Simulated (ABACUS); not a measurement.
Wanted: the native input for an ABACUS 3.10.1 run.

* Task: single point
* Functional: PBE
* Dispersion: D3(BJ)+ABC
* Potentials or basis: PseudoDojo NC SR 0.4.1 PBE standard
* Cutoff: 1361 eV
* Density cutoff: 5442 eV
* Basis: DZP LCAO (the cutoffs set its grid)
* k mesh: 10 × 10 × 2
* Occupations: fermi-dirac, width 0.05 eV
* Spin: no spin polarisation
* Radial cutoff of the potentials (pseudo_rcut): 7 bohr
* Orbital files: Si Si_confined-atom_7au_2s2p1d.orb, C C_confined-atom_6au_2s2p1d.orb
* SCF threshold on the density: 1e-07
* Max SCF steps: 100
* Eigensolver: genelpa
* Mixing: broyden
* Mixing share: 0.7
* Symmetry key: 1
* Bands: 29

SiC (Moissanite 6H):

```
CELL_PARAMETERS angstrom
3.09500 0.00000 0.00000
-1.54750 2.68035 0.00000
0.00000 0.00000 15.17000
ATOMIC_POSITIONS crystal
Si 0.66667 0.33333 0.45830
Si 0.33333 0.66667 0.95830
Si 0.66667 0.33333 0.79170
Si 0.33333 0.66667 0.29170
Si 0.00000 0.00000 0.62500
Si 0.00000 0.00000 0.12500
C 0.66667 0.33333 0.33330
C 0.33333 0.66667 0.83330
C 0.66667 0.33333 0.66670
C 0.33333 0.66667 0.16670
C 0.00000 0.00000 0.50000
C 0.00000 0.00000 0.00000
```

These files were run (other wordings do the same):

INPUT

```
INPUT_PARAMETERS
suffix              SiC
calculation         scf
basis_type          lcao
pseudo_dir          ./
orbital_dir         ./
latname             hexagonal
symmetry            1
dft_functional      pbe
ecutwfc             100
pseudo_rcut         7
nspin               1
nbands              29
ks_solver           genelpa
smearing_method     fd
smearing_sigma      0.00367493
scf_thr             1e-07
scf_nmax            100
mixing_type         broyden
mixing_beta         0.7
cal_force           1
cal_stress          1
vdw_method          d3_bj
vdw_abc             1
out_mul             1
out_chg             1
out_pot             2
out_elf             1
```

STRU

```
ATOMIC_SPECIES
Si 28.0850 Si.upf
C 12.0110 C.upf

NUMERICAL_ORBITAL
Si_confined-atom_7au_2s2p1d.orb
C_confined-atom_6au_2s2p1d.orb

LATTICE_CONSTANT
5.8487023557

LATTICE_PARAMETERS
4.9014539580

ATOMIC_POSITIONS
Direct

Si
0.0
6
0.6666666667 0.3333333333 0.4583000000 1 1 1
0.3333333333 0.6666666667 0.9583000000 1 1 1
0.6666666667 0.3333333333 0.7917000000 1 1 1
0.3333333333 0.6666666667 0.2917000000 1 1 1
0.0000000000 0.0000000000 0.6250000000 1 1 1
0.0000000000 0.0000000000 0.1250000000 1 1 1

C
0.0
6
0.6666666667 0.3333333333 0.3333000000 1 1 1
0.3333333333 0.6666666667 0.8333000000 1 1 1
0.6666666667 0.3333333333 0.6667000000 1 1 1
0.3333333333 0.6666666667 0.1667000000 1 1 1
0.0000000000 0.0000000000 0.5000000000 1 1 1
0.0000000000 0.0000000000 0.0000000000 1 1 1
```

KPT

```
K_POINTS
0
Gamma
10 10 2 0 0 0
```

Potentials or basis: PseudoDojo NC SR 0.4.1 PBE standard, DZP LCAO (the cutoffs set its grid).

Command:

```console
$ OMP_NUM_THREADS=1 mpirun -np 4 abacus > log
```

Results of the run:

* Pressure: 0.2 GPa
* Largest force: 0.143 eV/Å
* Band gap on the k mesh: 2.03 eV, indirect (least direct gap 3.15 eV)
* Mulliken charges: Si +0.31, +0.27, +0.23; C -0.26, -0.28, -0.27 e
* Dispersion energy per atom: -0.280 eV

Caveat: the atomic orbitals were generated for these runs and aren't a published set; Mulliken charges move with the basis; the basis of atomic orbitals isn't converged, which shifts pressures, moduli and gaps.

Run time: 33 s on 4 MPI ranks on Intel(R) Xeon(R) Platinum 8488C (Sapphire Rapids), with other jobs on the host, peak memory 0.56 GiB a rank.
